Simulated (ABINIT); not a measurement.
Si2Mo:

```
Mo Si
1.0
    -1.60000    1.60000    3.93050
     1.60000   -1.60000    3.93050
     1.60000    1.60000   -3.93050
Mo Si
1 2
Direct
  0.00000 0.00000 0.00000
  0.66700 0.66700 0.00000
  0.33300 0.33300 0.00000
```

Base run:

| Quantity | Value |
| --- | --- |
| Program | ABINIT 10.8.3 (patched build) |
| Functional | SOGGA |
| Potentials or basis | JTH PAW PBE v2.0 |
| Cutoff | 408 eV |
| k mesh | 12 × 12 × 12 |
| Occupations | fermi-dirac, width 0.05 eV |
| Spin | no spin polarisation |

Its results: band gap on the k mesh none (metal or under the smearing width); pressure -4.4 GPa; largest force 0.300 eV/Å.

After a change of settings the same cell gave: band gap on the k mesh none (metal or under the smearing width); pressure 4.7 GPa; largest force 0.248 eV/Å. Which change was it?
A. functional from SOGGA to PBEsol
B. functional from SOGGA to AM05
C. functional from SOGGA to RPBE
D. functional from SOGGA to PBEsol; k mesh from 12 × 12 × 12 to 10 × 10 × 10

C.

RPBE binds less tightly than SOGGA, so the same cell stands under more pressure.

Caveats: the PAW data sets were made with another functional, which shifts forces and pressure a little.

Runs at the PBE level aren't shown here.
